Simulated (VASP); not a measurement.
# InP (F-43m) in VASP: G0W0 quasiparticle levels with PBEsol

Aim: the G0W0 quasiparticle levels of InP with PBEsol.

Program: VASP 6.6.1. These are calculated values, not measurements. Logs are shortened: lines on timing, memory, paths and dates and some standing lists are left out, and cuts for length are marked.

**1. The crystal as given**

It takes space group F-43m (No. 216, cubic). The conventional cell has a = 5.861 Å, b = 5.861 Å, c = 5.861 Å, α = 90.00°, β = 90.00°, γ = 90.00°. Around In (site symmetry -43m) lie 4 P at 2.54 Å. P (site symmetry -43m) is surrounded by 4 In at 2.54 Å.

**2. G0W0 quasiparticle levels, PBEsol**

POSCAR reads:

```
InP
1.0
    0.0000000000      2.9305000000      2.9305000000
    2.9305000000      0.0000000000      2.9305000000
    2.9305000000      2.9305000000      0.0000000000
In P
1 1
Direct
    0.0000000000      0.0000000000      0.0000000000
    0.2500000000      0.2500000000      0.2500000000
```

INCAR.step1 reads:

```
ALGO     = Normal         # electronic algorithm
EDIFF    = 1E-8           # SCF threshold, eV
ENCUT    = 450            # plane-wave cutoff, eV
GGA      = PS             # functional
ISMEAR   = 0              # smearing method
KPAR     = 8            
LASPH    = T              # aspherical terms in the spheres
LCHARG   = F              # write CHGCAR
LREAL    = F              # projectors in reciprocal space
LWAVE    = T              # write WAVECAR
NELM     = 80             # most SCF steps
PREC     = Accurate       # precision mode
SIGMA    = 0.01           # smearing width, eV
```

INCAR.step2 reads:

```
ALGO     = Exact          # electronic algorithm
EDIFF    = 1E-8           # SCF threshold, eV
ENCUT    = 450            # plane-wave cutoff, eV
GGA      = PS             # functional
ISMEAR   = 0              # smearing method
ISTART   = 1            
KPAR     = 8            
LASPH    = T              # aspherical terms in the spheres
LCHARG   = F              # write CHGCAR
LOPTICS  = T              # frequency-dependent dielectric function
LREAL    = F              # projectors in reciprocal space
LWAVE    = T              # write WAVECAR
NBANDS   = 53             # bands
NELM     = 1              # most SCF steps
PREC     = Accurate       # precision mode
SIGMA    = 0.01           # smearing width, eV
```

INCAR.step3 reads:

```
ALGO     = EVGW0          # electronic algorithm
EDIFF    = 1E-8           # SCF threshold, eV
ENCUT    = 450            # plane-wave cutoff, eV
ENCUTGW  = 80             # cutoff of the response function
GGA      = PS             # functional
ISMEAR   = 0              # smearing method
ISTART   = 1            
KPAR     = 8            
LASPH    = T              # aspherical terms in the spheres
LCHARG   = F              # write CHGCAR
LREAL    = F              # projectors in reciprocal space
LWAVE    = F              # write WAVECAR
NBANDS   = 53             # bands
NBANDSGW = 17           
NELMGW   = 1            
NOMEGA   = 50             # frequency points
PREC     = Accurate       # precision mode
PRECFOCK = Fast         
SIGMA    = 0.01           # smearing width, eV
```

KPOINTS reads:

```
k-points
0
Gamma
  4 4 4
```

Potentials or basis: VASP PAW PBE potentials, release 64 (In_d_GW, P_GW).

Launch:

```sh
cat potpaw_PBE.64/In_d_GW/POTCAR potpaw_PBE.64/P_GW/POTCAR > POTCAR
cp INCAR.step1 INCAR
mpirun -np 8 vasp_std > vasp.out
cp INCAR.step2 INCAR
mpirun -np 8 vasp_std > vasp.out
cp INCAR.step3 INCAR
mpirun -np 8 vasp_std > vasp.out
```

OUTCAR:

```text
EDIFF = 1E-8
   ENCUT = 450
   ENCUTGW = 80
   GGA = PS
   ISMEAR = 0
   ISTART = 1
   LASPH = T
   LREAL = F
   NELMGW = 1
   PREC = Accurate
   PRECFOCK = Fast

 ion  position               nearest neighbor table
   1  0.000  0.000  0.000-   2 2.54   2 2.54   2 2.54   2 2.54
   2  0.250  0.250  0.250-   1 2.54   1 2.54   1 2.54   1 2.54

  LATTYP: Found a face centered cubic cell.
 ALAT       =     5.8610000000

  Lattice vectors:

 A1 = (   0.0000000000,   2.9305000000,   2.9305000000)
 A2 = (   2.9305000000,   0.0000000000,   2.9305000000)
 A3 = (   2.9305000000,   2.9305000000,   0.0000000000)

Analysis of symmetry for initial positions (statically):
=====================================================================
 Subroutine PRICEL returns:
 Original cell was already a primitive cell.

 Routine SETGRP: Setting up the symmetry group for a
 face centered cubic supercell.

 Subroutine GETGRP returns: Found 24 space group operations
 (whereof 24 operations were pure point group operations)
 out of a pool of 48 trial point group operations.

The static configuration has the point symmetry T_d .

Analysis of symmetry for dynamics (positions and initial velocities):
=====================================================================
 Subroutine PRICEL returns:
 Original cell was already a primitive cell.

 Routine SETGRP: Setting up the symmetry group for a
 face centered cubic supercell.

 Subroutine GETGRP returns: Found 24 space group operations
 (whereof 24 operations were pure point group operations)
 out of a pool of 48 trial point group operations.

The dynamic configuration has the point symmetry T_d .

 Subroutine INISYM returns: Found 24 space group operations
 (whereof 24 operations are pure point group operations),
 and found     1 'primitive' translations

----------------------------------------------------------------------------------------

                                     Primitive cell

[... 44 lines left out ...]

 Following reciprocal coordinates:
            Coordinates               Weight
  0.000000  0.000000  0.000000      1.000000
  0.250000  0.000000  0.000000      8.000000
  0.500000  0.000000  0.000000      4.000000
  0.250000  0.250000  0.000000      6.000000
  0.500000  0.250000  0.000000     24.000000
 -0.250000  0.250000  0.000000     12.000000
  0.500000  0.500000  0.000000      3.000000
 -0.250000  0.500000  0.250000      6.000000
   k-points           NKPTS =      8   k-points in BZ     NKDIM =     64   number of bands    NBANDS=     53
   number of dos      NEDOS =    301   number of ions     NIONS =      2
   total plane-waves  NPLWV =  27000
   dimension x,y,z NGX =    30 NGY =   30 NGZ =   30
   dimension x,y,z NGXF=    60 NGYF=   60 NGZF=   60
   ions per type =               1   1
   NGX,Y,Z   is equivalent  to a cutoff of  12.03, 12.03, 12.03 a.u.
   NGXF,Y,Z  is equivalent  to a cutoff of  24.07, 24.07, 24.07 a.u.
 SYSTEM =  unknown system
   PREC   = accura    normal or accurate (medium, high low for compatibility)
   ISTART =      1    job   : 0-new  1-cont  2-samecut
   ICHARG =      0    charge: 1-file 2-atom 10-const
   ISPIN  =      1    spin polarized calculation?
   LNONCOLLINEAR =      F non collinear calculations
   LSORBIT =      F    spin-orbit coupling
   LASPH  =      T    aspherical Exc in radial PAW
   ENCUT  =  450.0 eV  33.07 Ry    5.75 a.u.   7.17  7.17  7.17*2*pi/ulx,y,z
   NELM   =     60;   NELMIN=  2; NELMDL=  0     # of ELM steps
   EDIFF  = 0.1E-07   stopping-criterion for ELM
   LREAL  =      F    real-space projection
   EDIFFG = 0.1E-06   stopping-criterion for IOM
   NSW    =      0    number of steps for IOM
   IBRION =     -1    ionic relax: 0-MD 1-quasi-New 2-CG
   NFREE  =      0    steps in history (QN), initial steepest desc. (CG)
   ISIF   =      0    stress and relaxation
   ISYM   =      3    0-nonsym 1-usesym 2-fastsym
   POTIM  = 0.5000    time-step for ionic-motion
   TEBEG  =    0.0;   TEEND  =   0.0 temperature during run
   PSTRESS=    0.0 pullay stress
   NELECT =      18.0000    total number of electrons
   NUPDOWN=      -1.0000    fix difference up-down
   EMIN   =  10.00;   EMAX   =-10.00  energy-range for DOS
   EFERMI =   0.00;   METHOD = LEGACY
   ISMEAR =     0;   SIGMA  =   0.01  broadening in eV -4-tet -1-fermi 0-gaus
   EFERMI_NEDOS =   21; number of points for ismear=-14 and -15
   IALGO  =     38    algorithm
   IMIX   =      4    mixing-type and parameters
     AMIX     =   0.40;   BMIX     =  1.00
     AMIX_MAG =   1.60;   BMIX_MAG =  1.00
  volume/ion in A,a.u.               =      25.17       169.83
  Fermi-wavevector in a.u.,A,eV,Ry     =   1.162021  2.195901 18.371846  1.350293
  Thomas-Fermi vector in A             =   2.298587
   LORBIT       =      0    0 simple, 1 ext, 2 COOP (PROOUT), +10 PAW based schemes
   GGA     = PS    functional components
   LHFCALC =     T    Hartree Fock is set to
   PRECFOCK=fast      Normal, Fast or Accurate (Low or Medium for compatibility)
   ENCUT4O =  -1.0   cutoff for four orbital integrals eV
   NKREDX  =     1    reduce k-point grid by
   NKREDY  =     1    reduce k-point grid by
   NKREDZ  =     1    reduce k-point grid by
   AEXX    =    1.0000 exact exchange contribution
   HFSCREEN=    0.0000 screening length (either q_TF or 0.3 A-1)
   HFSCREENC=   0.0000 screening length for correlation (either q_TF or 0.3 A-1)
   ENCUTFOCK=  -1.0 apply spherical cutoff to Coloumb kernel
   IVDW    =     0    specifies the selected vdW correction
   LEPSILON=     F    determine dielectric tensor
   LRPA    =     F    only Hartree local field effects (RPA)
   LRPAFORCE           =     F    calculate RPA forces
   ENCUTGW             =  80.0    cutoff for response function in eV
   ENCUTGWSOFT         =  64.0    soft cutoff for Coulomb kernel in GW response function in eV
   ENCUTLF             =  -1.0    cutoff for local field effects
   NELMGW              =     1    number of iterations in solving QP/BSE equation
   NELMHF              =     1    number of iterations in the inner HF iteration
   NKREDLFX            =     1    NKREDLFY  =   1   NKREDLFZ  =   1
 non-spin polarized calculation
 Gauss-broadening in eV      SIGMA  =   0.01
  energy-cutoff  :      450.00
  volume of cell :       50.33
 maximum number of plane-waves:      1106
 NGX is ok and might be reduce to    30
  NGX = 16; NGY = 16; NGZ = 16
   NGX = 15   NGY = 15   NGZ = 15
 maximum number of plane-waves:        92
 NGX is ok and might be reduce to    14

 QP shifts <psi_nk| G(iteration)W_0 |psi_nk>: iteration 1
 for sc-GW calculations column KS-energies equals QP-energies in previous step
 and V_xc(KS)=  KS-energies - (<T + V_ion + V_H > + <T+V_H+V_ion>^1  + <V_x>^1)

 k-point   1 :       0.0000    0.0000    0.0000
  band No.  KS-energies  QP-energies   sigma(KS)   V_xc(KS)     V^pw_x(r,r')   Z            occupation Imag(sigma)

      1     -10.3538     -11.9570     -18.8848     -16.5667     -25.2771       0.6916       2.0000       0.5458
      2     -10.3538     -11.9570     -18.8848     -16.5667     -25.2771       0.6916       2.0000       0.5458
      3     -10.3538     -11.9570     -18.8848     -16.5667     -25.2771       0.6916       2.0000       0.5458
      4     -10.2007     -11.8247     -18.9942     -16.6531     -25.3045       0.6937       2.0000       0.4704
      5     -10.2007     -11.8247     -18.9942     -16.6531     -25.3045       0.6937       2.0000       0.4704
      6      -7.6931      -7.7950     -11.4989     -11.3314     -18.2240       0.6088       2.0000       0.9571
[... 143 lines left out ...]
      3     -10.2570     -11.8749     -18.9785     -16.6509     -25.3452       0.6951       2.0000       0.5247
      4     -10.2219     -11.8402     -18.9698     -16.6346     -25.2893       0.6930       2.0000       0.4789
      5     -10.1856     -11.8064     -18.9959     -16.6642     -25.3184       0.6951       2.0000       0.4711
      6      -5.1886      -5.3147     -12.7326     -12.5455     -18.6819       0.6741       2.0000       0.7278
[... 9 lines left out ...]
     16      15.7379      16.1651      -8.9618      -9.5407      -3.4005       0.7379       0.0000      -0.5353
     17      15.8077      16.5092      -9.7089     -10.6738      -4.0108       0.7270       0.0000      -0.5340
```

OUTCAR.step2:

```text
EDIFF = 1E-8
   ENCUT = 450
   GGA = PS
   ISMEAR = 0
[... 730 lines left out ...]
  --------------------------------------------------------------------------------------------------------------
     0.00000    63.79084    63.79084    63.79084    -0.00000    -0.00000    -0.00000
     0.71971   -55.44787   -55.44787   -55.44787    -0.00000    -0.00000    -0.00000
     1.43941    13.79199    13.79199    13.79199    -0.00000    -0.00000    -0.00000
     2.15912    48.70396    48.70396    48.70396    -0.00000    -0.00000    -0.00000
     2.87883    -1.13940    -1.13940    -1.13940     0.00000    -0.00000     0.00000
     3.59853    25.13610    25.13610    25.13610    -0.00000    -0.00000     0.00000
[... 92 lines left out ...]
    70.53125     0.85554     0.85554     0.85554     0.00000     0.00000    -0.00000
    71.25096     0.86005     0.86005     0.86005     0.00000     0.00000    -0.00000
```

Run time: 34 s. Hardware: 8 MPI ranks of Intel Xeon Platinum 8488C (Sapphire Rapids), shared host; peak memory 0.36 GiB.

Results:

| Property | Result |
| --- | --- |
| Band gap on the k mesh, mean-field level | 0.60 eV, direct |
| Quasiparticle gap | 1.19 eV |
| Least direct quasiparticle gap | 1.19 eV |

Caveat: the k mesh is coarse (spacing up to 0.46 Å⁻¹), so the values aren't converged; bands, screening cutoff and mesh are small and nothing is extrapolated, so the quasiparticle values aren't converged; spin-orbit coupling is left out, which moves the levels of the heavy elements.
